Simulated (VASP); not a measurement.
# Au (Fm-3m) in VASP: settings compared

One crystal, Au, is run at these levels: PBE+D3(BJ), PBEsol; tasks: relaxation of cell and atoms.

Program: VASP 6.6.1. These are calculated values, not measurements. Logs are shortened: lines on timing, memory, paths and dates and some standing lists are left out, and cuts for length are marked.

## (1) The crystal as given

The structure is cubic, space group Fm-3m (No. 225). The conventional cell has a = 4.070 Å, b = 4.070 Å, c = 4.070 Å, α = 90.00°, β = 90.00°, γ = 90.00°. Au (site symmetry m-3m) has 12 Au at 2.88 Å as nearest neighbours.

## (2) Relaxation of cell and atoms, PBE+D3(BJ)

INCAR

```
PREC = Accurate
ENCUT = 600
EDIFF = 1E-6
ISMEAR = 1
SIGMA = 0.1
LREAL = F
LASPH = T
NELM = 80
ALGO = Normal
ISIF = 3
LWAVE = F
LCHARG = F
GGA = PE
IVDW = 12
IBRION = 2
NSW = 90
EDIFFG = -0.01
```

KPOINTS

```
regular mesh
0
Gamma
  16 16 16
```

POSCAR

```
Au
1.0
    0.0000000000      2.0350000000      2.0350000000
    2.0350000000      0.0000000000      2.0350000000
    2.0350000000      2.0350000000      0.0000000000
Au
1
Direct
    0.0000000000      0.0000000000      0.0000000000
```

Potentials or basis: VASP PAW PBE potentials, release 64 (Au).

On the command line:

```sh
cat potpaw_PBE.64/Au/POTCAR > POTCAR
mpirun -np 1 vasp_std > vasp.out
```

OUTCAR:

```text
PREC = Accurate
   ENCUT = 600
   EDIFF = 1E-6
   ISMEAR = 1
   LREAL = F
   LASPH = T
   NELM = 80
   ISIF = 3
   GGA = PE
   IVDW = 12
   IBRION = 2
   NSW = 90
   EDIFFG = -0.01
 IVDW          = 12

 ion  position               nearest neighbor table
   1  0.000  0.000  0.000-

  LATTYP: Found a face centered cubic cell.
 ALAT       =     4.0700000000

  Lattice vectors:

 A1 = (   0.0000000000,   2.0350000000,   2.0350000000)
 A2 = (   2.0350000000,   0.0000000000,   2.0350000000)
 A3 = (   2.0350000000,   2.0350000000,   0.0000000000)

Analysis of symmetry for initial positions (statically):
=====================================================================
 Subroutine PRICEL returns:
 Original cell was already a primitive cell.

 Routine SETGRP: Setting up the symmetry group for a
 face centered cubic supercell.

 Subroutine GETGRP returns: Found 48 space group operations
 (whereof 48 operations were pure point group operations)
 out of a pool of 48 trial point group operations.

The static configuration has the point symmetry O_h .

Analysis of symmetry for dynamics (positions and initial velocities):
=====================================================================
 Subroutine PRICEL returns:
 Original cell was already a primitive cell.

 Routine SETGRP: Setting up the symmetry group for a
 face centered cubic supercell.

 Subroutine GETGRP returns: Found 48 space group operations
 (whereof 48 operations were pure point group operations)
 out of a pool of 48 trial point group operations.

The dynamic configuration has the point symmetry O_h .

 Subroutine INISYM returns: Found 48 space group operations
 (whereof 48 operations are pure point group operations),
 and found     1 'primitive' translations

----------------------------------------------------------------------------------------

                                     Primitive cell

  volume of cell :      16.8548

  direct lattice vectors                    reciprocal lattice vectors
     0.000000000  2.035000000  2.035000000    -0.245700246  0.245700246  0.245700246
     2.035000000  0.000000000  2.035000000     0.245700246 -0.245700246  0.245700246
     2.035000000  2.035000000  0.000000000     0.245700246  0.245700246 -0.245700246

  length of vectors
     2.877924599  2.877924599  2.877924599     0.425565309  0.425565309  0.425565309

  position of ions in fractional coordinates (direct lattice)
     0.000000000  0.000000000  0.000000000

  ion indices of the primitive-cell ions
   primitive index   ion index
                 1           1

----------------------------------------------------------------------------------------

 KPOINTS: regular mesh

Automatic generation of k-mesh.
 Grid dimensions read from file:
 generate k-points for:   16   16   16

 Generating k-lattice:

  Cartesian coordinates                     Fractional coordinates (reciprocal lattice)
    -0.015356265  0.015356265  0.015356265     0.062500000  0.000000000  0.000000000
     0.015356265 -0.015356265  0.015356265     0.000000000  0.062500000  0.000000000
     0.015356265  0.015356265 -0.015356265     0.000000000  0.000000000  0.062500000

  Length of vectors
     0.026597832  0.026597832  0.026597832

  Shift w.r.t. Gamma in fractional coordinates (k-lattice)
     0.000000000  0.000000000  0.000000000

 Subroutine IBZKPT returns following result:
 ===========================================

 Found    145 irreducible k-points:

 Following reciprocal coordinates:
            Coordinates               Weight
  0.000000  0.000000  0.000000      1.000000
  0.062500  0.000000  0.000000      8.000000
  0.125000  0.000000  0.000000      8.000000
  0.187500  0.000000  0.000000      8.000000
  0.250000  0.000000  0.000000      8.000000
  0.312500  0.000000  0.000000      8.000000
[... 16 lines left out ...]
 -0.125000  0.062500  0.000000     24.000000
 -0.062500  0.062500  0.000000     12.000000
 [... further k-points ...]
   k-points           NKPTS =    145   k-points in BZ     NKDIM =    145   number of bands    NBANDS=      9
   number of dos      NEDOS =    301   number of ions     NIONS =      1
   total plane-waves  NPLWV =  13824
   dimension x,y,z NGX =    24 NGY =   24 NGZ =   24
   dimension x,y,z NGXF=    48 NGYF=   48 NGZF=   48
   ions per type =               1
   NGX,Y,Z   is equivalent  to a cutoff of  13.86, 13.86, 13.86 a.u.
   NGXF,Y,Z  is equivalent  to a cutoff of  27.73, 27.73, 27.73 a.u.
 SYSTEM =  unknown system
   PREC   = accura    normal or accurate (medium, high low for compatibility)
   ISTART =      0    job   : 0-new  1-cont  2-samecut
   ICHARG =      2    charge: 1-file 2-atom 10-const
   ISPIN  =      1    spin polarized calculation?
   LNONCOLLINEAR =      F non collinear calculations
   LSORBIT =      F    spin-orbit coupling
   LASPH  =      T    aspherical Exc in radial PAW
   ENCUT  =  600.0 eV  44.10 Ry    6.64 a.u.   5.75  5.75  5.75*2*pi/ulx,y,z
   NELM   =     80;   NELMIN=  2; NELMDL= -5     # of ELM steps
   EDIFF  = 0.1E-05   stopping-criterion for ELM
   LREAL  =      F    real-space projection
   EDIFFG = -.1E-01   stopping-criterion for IOM
   NSW    =     90    number of steps for IOM
   IBRION =      2    ionic relax: 0-MD 1-quasi-New 2-CG
   NFREE  =      1    steps in history (QN), initial steepest desc. (CG)
   ISIF   =      3    stress and relaxation
   ISYM   =      2    0-nonsym 1-usesym 2-fastsym
   POTIM  = 0.5000    time-step for ionic-motion
   TEBEG  =    0.0;   TEEND  =   0.0 temperature during run
   PSTRESS=    0.0 pullay stress
   NELECT =      11.0000    total number of electrons
   NUPDOWN=      -1.0000    fix difference up-down
   EMIN   =  10.00;   EMAX   =-10.00  energy-range for DOS
   EFERMI =   0.00;   METHOD = LEGACY
   ISMEAR =     1;   SIGMA  =   0.10  broadening in eV -4-tet -1-fermi 0-gaus
   EFERMI_NEDOS =   21; number of points for ismear=-14 and -15
   IALGO  =     38    algorithm
   IMIX   =      4    mixing-type and parameters
     AMIX     =   0.40;   BMIX     =  1.00
     AMIX_MAG =   1.60;   BMIX_MAG =  1.00
  volume/ion in A,a.u.               =      16.85       113.74
  Fermi-wavevector in a.u.,A,eV,Ry     =   1.420032  2.683470 27.436005  2.016489
  Thomas-Fermi vector in A             =   2.540990
   LORBIT       =      0    0 simple, 1 ext, 2 COOP (PROOUT), +10 PAW based schemes
   GGA     = PE    functional components
   LHFCALC =     F    Hartree Fock is set to
   AEXX    =    0.0000 exact exchange contribution
   IVDW    =    12    specifies the selected vdW correction
   LEPSILON=     F    determine dielectric tensor
   LRPA    =     F    only Hartree local field effects (RPA)
 conjugate gradient relaxation of ions
 non-spin polarized calculation
 Methfessel and Paxton  Order N= 1 SIGMA  =   0.10
  energy-cutoff  :      600.00
  volume of cell :       16.85
 maximum number of plane-waves:       588
   NGX = 11   NGY = 11   NGZ = 11

--------------------------------------- Ionic step        1  -------------------------------------------

 number of electron      10.9999999 magnetization

 Free energy of the ion-electron system (eV)
  ---------------------------------------------------
  ext. energy  EPLUGINS =         0.00000000
  ---------------------------------------------------
  free energy    TOTEN  =        -3.18667967 eV

  energy without entropy =       -3.18655704  energy(sigma->0) =       -3.18663879

------------------------ aborting loop because EDIFF is reached ----------------------------------------

 Edisp (eV)   -0.67316

 E8    (eV) :    -0.3026

  FORCE on cell =-STRESS in cart. coord.  units (eV):
  Direction    XX          YY          ZZ          XY          YZ          ZX
  --------------------------------------------------------------------------------------
  -------------------------------------------------------------------------------------
  Total       0.42000     0.42000     0.42000     0.00000     0.00000     0.00000
  in kB      39.92411    39.92411    39.92411     0.00000     0.00000     0.00000
  external pressure =       39.92 kB  Pullay stress =        0.00 kB
[... 59 lines left out ...]
  energy  without entropy=       -3.8526574502  energy(sigma->0) =       -3.85270560

--------------------------------------- Ionic step        3  -------------------------------------------

 number of electron      11.0000000 magnetization

 Free energy of the ion-electron system (eV)
  ---------------------------------------------------
  ext. energy  EPLUGINS =         0.00000000
  ---------------------------------------------------
  free energy    TOTEN  =        -3.20720049 eV

  energy without entropy =       -3.20706218  energy(sigma->0) =       -3.20715439

 E-fermi :   9.2410     XC(G=0): -12.6457

 val. band max:        9.1982401817   @ k =   0.4375   0.4375   0.0000
 cond. band min:       9.2505608087   @ k =   0.5000   0.3125   0.1250
 fundamental gap:      0.0523206270
 Fermi energy:         9.2409993996

 k-point     1 :       0.0000    0.0000    0.0000
  band No.  band energies     occupation
      1      -0.4535      2.00000
      2       4.6480      2.00000
      3       4.6480      2.00000
      4       4.6480      2.00000
      5       6.1313      2.00000
      6       6.1313      2.00000
      7      23.8143      0.00000
      8      27.7465      0.00000
      9      27.7465      0.00000
[... 265 lines left out ...]
 k-point    24 :      -0.0625    0.0625    0.0000
  band No.  band energies     occupation
      1      -0.0975      2.00000
      2       4.5200      2.00000
      3       4.7579      2.00000
      4       4.7921      2.00000
      5       6.0095      2.00000
      6       6.1563      2.00000
      7      24.2009      0.00000
      8      26.0305      0.00000
      9      27.5123      0.00000

 [... further k-points ...]

------------------------ aborting loop because EDIFF is reached ----------------------------------------

 Edisp (eV)   -0.65732

 E8    (eV) :    -0.2954

  FORCE on cell =-STRESS in cart. coord.  units (eV):
  Direction    XX          YY          ZZ          XY          YZ          ZX
  --------------------------------------------------------------------------------------
  -------------------------------------------------------------------------------------
  Total      -0.00344    -0.00344    -0.00344     0.00000     0.00000     0.00000
  in kB      -0.31917    -0.31917    -0.31917     0.00000     0.00000     0.00000
  external pressure =       -0.32 kB  Pullay stress =        0.00 kB
[... 16 lines left out ...]
  FREE ENERGIE OF THE ION-ELECTRON SYSTEM (eV)
  ---------------------------------------------------
  free  energy   TOTEN  =        -3.8645174160 eV

  energy  without entropy=       -3.8643791060  energy(sigma->0) =       -3.86447131

 reached required accuracy - stopping structural energy minimisation
```

It took 28 s on 1 thread of Intel Xeon Platinum 8488C (Sapphire Rapids), shared host; peak memory 0.17 GiB.

Results:

```yaml
Free_energy: -3.8645 eV
Relaxed_volume: 17.25 Å³/atom
Relaxed_cell: a = 2.900 Å, b = 2.900 Å, c = 2.900 Å, α = 60.00°, β = 60.00°, γ = 60.00°
Space_group_after_relaxing_to_0.05_Å: Fm-3m (No. 225)
Energy_gained_by_relaxing: 4.7 meV/atom
Ionic_steps: 3
Pressure_after_relaxing: 0.0 GPa
Band_gap_on_the_k_mesh: none (metal or under the smearing width)
Dispersion_energy_per_atom: -0.657 eV
```

Step by step:
| step | energy change (eV) | largest force (eV/Å) | pressure (GPa) | volume (Å³) |
| --- | --- | --- | --- | --- |
| 1 | 0.0000 | 0.0000 | 3.99 | 16.85 |
| 2 | 0.0071 | 0.0000 | -5.50 | 17.90 |
| 3 | -0.0047 | 0.0000 | -0.03 | 17.25 |

Final structure:
```yaml
crystal:
  lattice:
    - [0.00000, 2.05062, 2.05062]
    - [2.05062, 0.00000, 2.05062]
    - [2.05062, 2.05062, 0.00000]
  atoms:
    - { symbol: Au, position: [0.00000, 0.00000, 0.00000] }
```

Caveat: pairwise dispersion overbinds metals, which lowers pressure and volume. The run has no spin-orbit coupling, so splittings on Au are missing.

## (3) Relaxation of cell and atoms, PBE+D3(BJ)

This run uses another cell than the first one, of 17.25 Å³/atom, 1.023 times its volume.

Edit INCAR of step 2 so:

```diff
@@ -2,3 +2,3 @@
 ENCUT = 600
-EDIFF = 1E-6
+EDIFF = 1E-7
 ISMEAR = 1
@@ -16,2 +16,2 @@
 NSW = 90
-EDIFFG = -0.01
+EDIFFG = -0.005
```

KPOINTS is that of step 2.

POSCAR

```
Au                                      
1.0
   -0.0000000000      2.0506227831      2.0506227831
    2.0506227831      0.0000000000      2.0506227831
    2.0506227831      2.0506227831      0.0000000000
  Au            
     1
Direct
     0.0000000000000000    0.0000000000000000    0.0000000000000000
```

Potentials or basis: VASP PAW PBE potentials, release 64 (Au).

On the command line:

```sh
cat potpaw_PBE.64/Au/POTCAR > POTCAR
mpirun -np 1 vasp_std > vasp.out
```

OUTCAR:

```text
PREC = Accurate
   ENCUT = 600
   EDIFF = 1E-7
   ISMEAR = 1
   LREAL = F
   LASPH = T
   NELM = 80
   ISIF = 3
   GGA = PE
   IVDW = 12
   IBRION = 2
   NSW = 90
   EDIFFG = -0.005
 IVDW          = 12

 ion  position               nearest neighbor table
   1  0.000  0.000  0.000-

  LATTYP: Found a face centered cubic cell.
 ALAT       =     4.1012455662

  Lattice vectors:

 A1 = (   0.0000000000,   2.0506227831,   2.0506227831)
 A2 = (   2.0506227831,   0.0000000000,   2.0506227831)
 A3 = (   2.0506227831,   2.0506227831,   0.0000000000)

Analysis of symmetry for initial positions (statically):
=====================================================================
 Subroutine PRICEL returns:
 Original cell was already a primitive cell.

 Routine SETGRP: Setting up the symmetry group for a
 face centered cubic supercell.

 Subroutine GETGRP returns: Found 48 space group operations
 (whereof 48 operations were pure point group operations)
 out of a pool of 48 trial point group operations.

The static configuration has the point symmetry O_h .

Analysis of symmetry for dynamics (positions and initial velocities):
=====================================================================
 Subroutine PRICEL returns:
 Original cell was already a primitive cell.

 Routine SETGRP: Setting up the symmetry group for a
 face centered cubic supercell.

 Subroutine GETGRP returns: Found 48 space group operations
 (whereof 48 operations were pure point group operations)
 out of a pool of 48 trial point group operations.

The dynamic configuration has the point symmetry O_h .

 Subroutine INISYM returns: Found 48 space group operations
 (whereof 48 operations are pure point group operations),
 and found     1 'primitive' translations

----------------------------------------------------------------------------------------

                                     Primitive cell

  volume of cell :      17.2460

  direct lattice vectors                    reciprocal lattice vectors
     0.000000000  2.050622783  2.050622783    -0.243828365  0.243828365  0.243828365
[... 113 lines left out ...]
   LEPSILON=     F    determine dielectric tensor
   LRPA    =     F    only Hartree local field effects (RPA)
 conjugate gradient relaxation of ions
 non-spin polarized calculation
 Methfessel and Paxton  Order N= 1 SIGMA  =   0.10
  energy-cutoff  :      600.00
  volume of cell :       17.25
 maximum number of plane-waves:       588
   NGX = 11   NGY = 11   NGZ = 11

 number of electron      11.0000000 magnetization

 Free energy of the ion-electron system (eV)
  ---------------------------------------------------
  ext. energy  EPLUGINS =         0.00000000
  ---------------------------------------------------
  free energy    TOTEN  =        -3.20729108 eV

  energy without entropy =       -3.20715281  energy(sigma->0) =       -3.20724499

 E-fermi :   9.2410     XC(G=0): -12.6457

 val. band max:        9.1982252833   @ k =   0.4375   0.4375   0.0000
 cond. band min:       9.2505592235   @ k =   0.5000   0.3125   0.1250
 fundamental gap:      0.0523339402
 Fermi energy:         9.2409984538

 k-point     1 :       0.0000    0.0000    0.0000
  band No.  band energies     occupation
      1      -0.4535      2.00000
      2       4.6480      2.00000
      3       4.6480      2.00000
      4       4.6480      2.00000
      5       6.1313      2.00000
      6       6.1313      2.00000
      7      23.8143      0.00000
      8      27.7465      0.00000
      9      27.7465      0.00000
[... 265 lines left out ...]
 k-point    24 :      -0.0625    0.0625    0.0000
  band No.  band energies     occupation
      1      -0.0975      2.00000
      2       4.5200      2.00000
      3       4.7579      2.00000
      4       4.7921      2.00000
      5       6.0095      2.00000
      6       6.1563      2.00000
      7      24.2009      0.00000
      8      26.0305      0.00000
      9      27.5123      0.00000

 [... further k-points ...]

------------------------ aborting loop because EDIFF is reached ----------------------------------------

 Edisp (eV)   -0.65732

 E8    (eV) :    -0.2954

  FORCE on cell =-STRESS in cart. coord.  units (eV):
  Direction    XX          YY          ZZ          XY          YZ          ZX
  --------------------------------------------------------------------------------------
  -------------------------------------------------------------------------------------
  Total      -0.00263    -0.00263    -0.00263     0.00000     0.00000     0.00000
  in kB      -0.24470    -0.24470    -0.24470     0.00000     0.00000     0.00000
  external pressure =       -0.24 kB  Pullay stress =        0.00 kB

 VOLUME and BASIS-vectors are now :
 -----------------------------------------------------------------------------
  energy-cutoff  :      600.00
  volume of cell :       17.25
      direct lattice vectors                 reciprocal lattice vectors
     0.000000000  2.050622783  2.050622783    -0.243828365  0.243828365  0.243828365
     2.050622783  0.000000000  2.050622783     0.243828365 -0.243828365  0.243828365
     2.050622783  2.050622783  0.000000000     0.243828365  0.243828365 -0.243828365

 POSITION                                       TOTAL-FORCE (eV/Angst)
 -----------------------------------------------------------------------------------
      0.00000      0.00000      0.00000         0.000000     -0.000000      0.000000
 -----------------------------------------------------------------------------------
    total drift:                               -0.000000      0.000000     -0.000000

  FREE ENERGIE OF THE ION-ELECTRON SYSTEM (eV)
  ---------------------------------------------------
  free  energy   TOTEN  =        -3.8646080088 eV

  energy  without entropy=       -3.8644697355  energy(sigma->0) =       -3.86456192

 reached required accuracy - stopping structural energy minimisation
```

OSZICAR:

```text
N       E                     dE             d eps       ncg     rms          rms(c)
DAV:   1     0.505572292011E+02    0.50557E+02   -0.63849E+03  2714   0.123E+03
DAV:   2    -0.302986644808E+01   -0.53587E+02   -0.51044E+02  2694   0.219E+02
DAV:   3    -0.347045526685E+01   -0.44059E+00   -0.44000E+00  3118   0.214E+01
DAV:   4    -0.347174866206E+01   -0.12934E-02   -0.12934E-02  2963   0.119E+00
DAV:   5    -0.347175720527E+01   -0.85432E-05   -0.85426E-05  2930   0.936E-02    0.907E+00
DAV:   6    -0.322798669868E+01    0.24377E+00   -0.78889E-01  2665   0.871E+00    0.577E+00
DAV:   7    -0.320940595561E+01    0.18581E-01   -0.77475E-02  2782   0.271E+00    0.272E+00
DAV:   8    -0.320729748725E+01    0.21085E-02   -0.18848E-03  2723   0.455E-01    0.241E-01
DAV:   9    -0.320728531984E+01    0.12167E-04   -0.79122E-06  2910   0.319E-02    0.194E-02
DAV:  10    -0.320729116106E+01   -0.58412E-05   -0.27765E-06  2842   0.219E-02    0.287E-03
DAV:  11    -0.320729108145E+01    0.79602E-07   -0.44830E-08  2097   0.204E-03
   1 F= -.38646080E+01 E0= -.38645619E+01  d E =-.386461E+01
```

Wall time 16 s (1 thread of Intel Xeon Platinum 8488C (Sapphire Rapids), shared host); peak memory 0.16 GiB.

Results:

```
Free energy                : -3.8646 eV
Pressure after relaxing    : 0.0 GPa
Band gap on the k mesh     : none (metal or under the smearing width)
Dispersion energy per atom : -0.657 eV
```

Final structure:
```
CELL_PARAMETERS angstrom
0.00000 2.05062 2.05062
2.05062 0.00000 2.05062
2.05062 2.05062 0.00000
ATOMIC_POSITIONS crystal
Au 0.00000 0.00000 0.00000
```

Levels at points of the mesh, in eV from the Fermi level:
```
           k point  band 2  band 3  band 4  band 5  band 6  band 7  band 8  band 9
(0.00, 0.00, 0.00)   -4.59   -4.59   -4.59   -3.11   -3.11   14.57   18.51   18.51
(0.50, 0.00, 0.00)   -4.63   -4.63   -1.93   -1.93   -0.87    3.04   14.02   17.08
(0.50, 0.50, 0.00)   -6.61   -1.98   -1.62   -1.62    1.09    5.71   10.01   10.01
```

Caveat: the relaxation stopped at its first step, so nothing moved; pairwise dispersion overbinds metals, which lowers pressure and volume.

(Part 1 of 2 ends here.)
